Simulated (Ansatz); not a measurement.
Crystal: Bi.

```
CELL_PARAMETERS angstrom
-1.98143 1.98143 1.98143
1.98143 -1.98143 1.98143
1.98143 1.98143 -1.98143
ATOMIC_POSITIONS crystal
Bi 0.00000 0.00000 0.00000
```

This isn't the form of Bi at room conditions, which is rhombohedral.

Base run:

- Program: Ansatz 0.2.0
- Functional: PBEsol
- Potentials or basis: all-electron LAPW, scalar-relativistic
- Cutoff: 159 eV (chosen from the basis error)
- Basis error allowed: 0.001 eV/atom
- k mesh: 9 × 9 × 9
- Occupations: fermi-dirac, width 0.05 eV
- Spin: no spin polarisation

Its results: pressure -2.0 GPa.

Question: After a change of settings the same cell gave: pressure -1.0 GPa. Which change was it?
A. k mesh from 9 × 9 × 9 to 7 × 7 × 7
B. potentials or basis from all-electron LAPW, scalar-relativistic to all-electron LAPW, non-relativistic
C. potentials or basis from all-electron LAPW, scalar-relativistic to all-electron PAW datasets made for the crystal
D. potentials or basis from all-electron LAPW, scalar-relativistic to all-electron LAPW, inner shells corrected to Dirac's equation

Answer: A.

Caveats: the k mesh is thin for a metal, which can move the energy by tens of meV per atom (some runs).

The runs don't all hold the same shells in valence.
